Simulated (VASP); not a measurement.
Set up this calculation in VASP 6.6.1, as the native input.

```yaml
Task: relaxation of cell and atoms
Functional: revPBE
Dispersion: D3(BJ)
Potentials_or_basis: VASP PAW PBE potentials, release 64 (Ba_sv, Ti_sv, O)
Cutoff: 600 eV
k_mesh: 7 × 7 × 7
Occupations: fermi-dirac, width 0.05 eV
Spin: no spin polarisation
Further_INCAR_settings: ALGO = Normal; EDIFF = 1e-07; IBRION = 2; EDIFFG = -0.01; NSW = 40; ISIF = 3
```

The structure of BaTiO3 lies in POSCAR:

```
BaTiO3
1.0
    3.9998000000      0.0000000000      0.0000000000
    0.0000000000      3.9998000000      0.0000000000
    0.0000000000      0.0000000000      4.0180000000
Ba Ti O
1 1 3
Direct
    0.0000000000      0.0000000000      0.0000000000
    0.5000000000      0.5000000000      0.4900000000
    0.0000000000      0.5000000000      0.5170000000
    0.5000000000      0.0000000000      0.5170000000
    0.5000000000      0.5000000000      0.0190000000
```

One way to write it, as run:

INCAR

```
ALGO     = Normal         # electronic algorithm
EDIFF    = 1E-7           # SCF threshold, eV
EDIFFG   = -0.01          # ionic threshold
ENCUT    = 600            # plane-wave cutoff, eV
GGA      = RE             # functional
IBRION   = 2              # ionic algorithm
ISIF     = 3              # what is computed and relaxed
ISMEAR   = -1             # smearing method
IVDW     = 12             # dispersion correction
LASPH    = True           # aspherical terms in the spheres
LCHARG   = False          # write CHGCAR
LREAL    = False          # projectors in reciprocal space
LWAVE    = False          # write WAVECAR
NELM     = 100            # most SCF steps
NSW      = 40             # ionic steps
PREC     = Accurate       # precision mode
SIGMA    = 0.05           # smearing width, eV
```

KPOINTS

```
k-points
0
Gamma
  7 7 7
```

Potentials or basis: VASP PAW PBE potentials, release 64 (Ba_sv, Ti_sv, O).

Launch:

```bash
$ cat potpaw_PBE.64/Ba_sv/POTCAR potpaw_PBE.64/Ti_sv/POTCAR potpaw_PBE.64/O/POTCAR > POTCAR
$ mpirun -np 1 vasp_std > vasp.out
```

Results of the run:

```yaml
Relaxed_volume: 13.08 Å³/atom
Relaxed_cell: a = 3.986 Å, b = 3.986 Å, c = 4.115 Å, α = 90.00°, β = 90.00°, γ = 90.00°
Space_group_after_relaxing_to_0.05_Å: P4mm (No. 99)
Energy_gained_by_relaxing: 3.4 meV/atom
Ionic_steps: 14
Pressure_after_relaxing: 0.0 GPa
Band_gap_on_the_k_mesh: 1.92 eV, indirect (least direct gap 2.29 eV)
Dispersion_energy_per_atom: -0.478 eV
```

Caveat: the PAW data sets were made with another functional, which shifts forces and pressure a little; spin-orbit coupling is left out, which moves the levels of the heavy elements; an odd mesh through Γ misses points on the zone boundary, where band edges often lie.

It took 4.2 min on 1 thread of Intel(R) Xeon(R) 6975P-C (Granite Rapids), on a shared host, peak memory 0.25 GiB.
